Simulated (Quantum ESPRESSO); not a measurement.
Pb2S, 6 atoms in the cell. The cell holds a slab with vacuum, 6 atoms: a = 4.130 Å, b = 4.130 Å, c = 35.225 Å, α = 90.00°, β = 90.00°, γ = 89.21°. 

- Program: Quantum ESPRESSO 7.5
- Task: work function
- Functional: PBEsol
- Dispersion: D3
- Potentials or basis: GBRV 1.5 PBEsol
- Cutoff: 544 eV
- Density cutoff: 2721 eV
- k mesh: 7 × 7 × 1
- Occupations: gaussian, width 0.2 eV
- Spin: no spin polarisation
- Boundary across the vacuum: none
- Real-space augmentation (tqr): yes
- Mixing mode: local-TF
- Mixing beta: 0.3
- Most SCF iterations: 150
- SCF threshold: 6e-09 Ry

Potentials or basis: GBRV 1.5 PBEsol.

Launch:

```console
$ OMP_NUM_THREADS=1 mpirun -n 2 pw.x -nk 2 -in pw.in > pw.out
$ OMP_NUM_THREADS=1 mpirun -n 1 pp.x -in pp_density.in > pp_density.out
$ OMP_NUM_THREADS=1 mpirun -n 1 pp.x -in pp_potential.in > pp_potential.out
```

Hardware: 2 MPI ranks on Arm Neoverse V2, with other jobs on the host.

Task: Estimate the wall time of this run.

Result: Wall time 6.6 min on 2 MPI ranks on Arm Neoverse V2, with other jobs on the host, peak memory 0.88 GiB a rank. Counts: scf iterations 25, k pools 2, bands 45, k points 25, g dense 193715.
